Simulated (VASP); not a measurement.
## VASP inputs for PbSe (strained measured structure)

INCAR

```
LREAL = .FALSE.
GGA = PE
NELM = 120
ENCUT = 520
NBANDS = 17
EDIFF = 1E-7
IBRION = -1
PREC = Accurate
ISMEAR = -1
LCHARG = .FALSE.
ISIF = 2
LASPH = .TRUE.
LWAVE = .FALSE.
SIGMA = 0.02
NSW = 0
```

KPOINTS

```
KPOINTS created by Atomic Simulation Environment
0
Gamma
8 8 8
0 0 0
```

KPOINTS_OPT

```
special points
7
Reciprocal
0.0000000000 0.0000000000 0.0000000000 1
0.5000000000 0.0000000000 0.5000000000 1
0.6250000000 0.2500000000 0.6250000000 1
0.3750000000 0.3750000000 0.7500000000 1
0.5000000000 0.5000000000 0.5000000000 1
0.5000000000 0.2500000000 0.7500000000 1
0.0000000000 0.0000000000 0.5000000000 1
```

POSCAR

```
Pb Se
 1.0000000000000000
     0.0000000000000000    3.0838099359000002    3.0696893647999999
     3.0838099359000002    0.0000000000000000    3.0696893647999999
     3.0838099359000002    3.0838099359000002    0.0000000000000000
 Pb  Se
   1   1
Cartesian
  0.0000000000000000  0.0000000000000000  0.0000000000000000
  3.0838099359000002  3.0838099359000002  3.0696893648000008
```

VASP ran with the recommended PBE PAW datasets (20 valence electrons in the cell).

Task: What does this run give?

Result: gap between bands v and c 0.35 eV; least direct gap 0.35 eV; pressure 1.4 GPa.

Band v is the last that the valence electrons fill when counted band by band, and c is the next. Levels in eV from the top of v:

| point | v−1 | v | c | c+1 |
| --- | --- | --- | --- | --- |
| Γ | -1.77 | -1.77 | 4.65 | 4.65 |
| X | -3.13 | -3.08 | 3.79 | 5.51 |
| K | -2.62 | -2.32 | 3.39 | 4.00 |
| L | -1.38 | 0.00 | 0.35 | 1.74 |
| W | -4.08 | -0.76 | 1.91 | 4.94 |
